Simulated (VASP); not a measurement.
**Zr: band structure with LDA**

Crystal: Zr.

```
Zr
1.0
     3.23200    0.00000    0.00000
    -1.61600    2.79899    0.00000
     0.00000    0.00000    5.14700
Zr
2
Direct
  0.33465 0.67413 0.25390
  0.66535 0.32587 0.74610
```

The cell isn't the ideal one: atom 2 moved 0.06 Å.

```json
{"Program": "VASP 6.6.1", "Task": "band structure", "Functional": "LDA", "Potentials or basis": "VASP PAW LDA potentials, release 64 (Zr_sv)", "Cutoff": "520 eV", "k mesh": "9 × 9 × 5", "Occupations": "fermi-dirac, width 0.05 eV", "Spin": "no spin polarisation", "Further INCAR settings": "ALGO = Fast; EDIFF = 1e-07; NBANDS = 19"}
```

The pressure is -5.9 GPa and the largest force is 0.143 eV/Å. The band gap along the path is none (metal or under the smearing width).

Forces in eV/Å, atoms in the order of the input:
```
Zr   0.011 -0.027 -0.140
Zr  -0.011  0.027  0.140
```

Stress tensor (GPa, compression positive):
```
-6.53  0.09  0.00
 0.09 -5.99  0.00
 0.00  0.00 -5.27
```

Levels at the corners of the path, in eV from the Fermi level:
```csv
point,band 10,band 11,band 12,band 13,band 14,band 15
Γ,-3.04,0.79,0.84,0.93,1.29,1.47
M,-2.52,-2.16,-0.16,0.48,0.79,1.44
M,-2.52,-2.16,-0.16,0.48,0.79,1.44
K,-1.35,-1.34,-1.11,0.19,0.30,1.77
K,-1.35,-1.34,-1.11,0.19,0.30,1.77
Γ,-3.04,0.79,0.84,0.93,1.29,1.47
Γ,-3.04,0.79,0.84,0.93,1.29,1.47
A,-3.92,-0.11,0.19,0.69,0.71,0.73
A,-3.92,-0.11,0.19,0.69,0.71,0.73
L,-2.85,-1.14,-1.01,1.66,1.68,2.07
L,-2.85,-1.14,-1.01,1.66,1.68,2.07
H,-1.47,-1.33,-1.20,-0.01,0.00,1.89
H,-1.47,-1.33,-1.20,-0.01,0.00,1.89
A,-3.92,-0.11,0.19,0.69,0.71,0.73
L,-2.85,-1.14,-1.01,1.66,1.68,2.07
M,-2.52,-2.16,-0.16,0.48,0.79,1.44
K,-1.35,-1.34,-1.11,0.19,0.30,1.77
H,-1.47,-1.33,-1.20,-0.01,0.00,1.89
```

Run time: 5.3 min on 1 thread of AMD EPYC 7R13 Processor (Zen 3), on a shared host, peak memory 0.3 GiB.
